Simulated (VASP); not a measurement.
Write the native input for VASP 6.6.1 that does the following.

```
Task                   : single point
Functional             : PBE
Potentials or basis    : VASP PAW PBE potentials, release 64 (P)
Cutoff                 : 520 eV
k mesh                 : 8 × 8 × 11
Occupations            : fermi-dirac, width 0.05 eV
Spin                   : no spin polarisation
Further INCAR settings : ALGO = Normal; EDIFF = 1e-07; NBANDS = 14
```

The structure of P lies in POSCAR:

```
P
1.0
    1.7763700000     -6.2172900000      0.0000000000
    1.7763700000      6.2172900000      0.0000000000
    0.0000000000      0.0000000000      2.3804400000
P
3
Direct
    0.0000000000      0.0000000000      0.5000000000
    0.8108300000      0.1891700000      0.5000000000
    0.1891700000      0.8108300000      0.5000000000
```

The cell was built by a generator and needn't be a form met in nature.

One way to write it, as run:

INCAR

```
PREC = Accurate ; ENCUT = 520
EDIFF = 1E-7 ; ISMEAR = -1
SIGMA = 0.05 ; LREAL = F
LASPH = T ; NELM = 100
ALGO = Normal ; ISIF = 2
LWAVE = F ; LCHARG = F
GGA = PE ; NBANDS = 14
```

KPOINTS

```
Automatic mesh
0
Gamma
  8 8 11
```

Potentials or basis: VASP PAW PBE potentials, release 64 (P).

Launch:

```sh
$ cat potpaw_PBE.64/P/POTCAR > POTCAR
$ mpirun -np 1 vasp_std > vasp.out
```

Results of the run:

```
Pressure               : 0.1 GPa
Largest force          : 0.128 eV/Å
Band gap on the k mesh : none (metal or under the smearing width)
```

Run time: 46 s on 1 thread of Intel(R) Xeon(R) Platinum 8488C (Sapphire Rapids), with other jobs on the host, peak memory 0.22 GiB.
